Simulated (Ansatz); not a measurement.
## Formation energy of RbCl

```yaml
crystal:
  lattice:
    - [0.00000, 3.18854, 3.18854]
    - [3.18854, 0.00000, 3.18854]
    - [3.18854, 3.18854, 0.00000]
  atoms:
    - { symbol: Rb, position: [0.00000, 0.00000, 0.00000] }
    - { symbol: Cl, position: [0.50000, 0.50000, 0.50000] }
```

The cell comes from a relaxation on PAW files under the same functional, begun from a database entry that needn't be the ground state.

All numbers are LDA results (scalar-relativistic) from Ansatz 0.2.0, with a Γ-centred 8×8×8 k mesh, Fermi–Dirac smearing of 0.02 eV, no spin polarisation. Methods: LAPW: all electrons, basis error target 0.5 meV/atom; PAW: frozen-core files, cutoff 420 eV.

The elements are taken as Cl Cl2 gas, Rb bcc, each relaxed on PAW files under the same functional and computed by the same method as the compound; zero-point and thermal terms are left out.

The PAW files were made under PBE.

(1) Give the formation energy by each method, with the residual pressure at this cell and the LAPW gap.

(2) Give the LAPW value for one formula unit in kJ/mol.

Answers

(1) 

| method | ΔE(formation) (eV/atom) | P at this cell (GPa) | gap (eV) |
| --- | --- | --- | --- |
| LAPW | -2.117 | 0.01 | 4.85 |
| PAW | -2.117 | 0.00 | – |

(2) -2.117 eV/atom × 2 atoms × 96.485 kJ/(mol·eV) = -408.5 kJ/mol, at zero temperature and without zero-point motion.
